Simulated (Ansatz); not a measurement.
A run of Ansatz 0.2.0 is set up as follows.

Contents of input.yaml:

```yaml
crystal:
  lattice:
    - [3.724, 0.0, 0.0]
    - [-1.862, 3.2250786037, 0.0]
    - [0.0, 0.0, 5.062]
  atoms:
    - { symbol: Pt, position: [0.0, 0.0, 0.0] }
    - { symbol: Se, position: [0.6666666667, 0.3333333333, 0.75] }
    - { symbol: Se, position: [0.3333333333, 0.6666666667, 0.25] }
hamiltonian:
  xc: r2scan
  pseudopotentials: { kind: paw }
  hubbard: { sites: [{ species: Pt, l: d, u_eff: 6.0 }] }
kpoints:
  mp_grid: { grid: [8, 8, 5] }
scf:
  occupations: { method: fermi_dirac, width: 0.05 }
output:
  forces: true
  stress: true
  write_density: true
  write_potential: true
  elf: true
  volumetric_format: npy
relax:
  f_tol: 0.01
  max_steps: 40
  cell: { stress_tol: 0.05 }
```

Potentials or basis: Ansatz PAW.

Launch:

```sh
$ ansatz run input.yaml --threads 2 --pin off --max-ram 5120MiB --backend cpu --events-out ev --progress --plain --runs-dir out
```

Predict the band gap on the k mesh.

0.33 eV, indirect (least direct gap 0.88 eV).

Estimate the space group after relaxing (to 0.05 Å).

P-3m1 (No. 164).

Predict the relaxed cell.

a = 3.722 Å, b = 3.722 Å, c = 5.721 Å, α = 90.00°, β = 90.00°, γ = 120.00°.

What does it give for the relaxed volume?

22.88 Å³/atom.

Step by step:
```csv
step,energy change (eV),largest force (eV/Å),volume (Å³)
1,0.0000,0.5316,60.80
2,-0.0282,0.2982,64.94
3,-0.0438,0.0408,64.03
4,-0.0461,0.0180,64.42
5,-0.0493,0.0725,65.80
6,-0.0516,0.0065,67.27
7,-0.0523,0.0036,68.47
8,-0.0523,0.0104,68.69
9,-0.0523,0.0003,68.64
10,-0.0539,0.0003,68.64
```

Caveat: odd divisions of the mesh miss points on the zone boundary, where band edges often lie, so the gap on the mesh can be too wide; the plane-wave basis is chosen anew once the cell has moved, so the energies of steps on either side of that aren't comparable; spin-orbit coupling is left out, which moves the levels of the heavy elements; the volume moved by +13 % from the deposited cell, more than functionals usually miss; the PAW data sets come from PBE, with cores solved anew for the run's functional, which leaves a small shift of forces and pressure. A k mesh can miss the band edges.
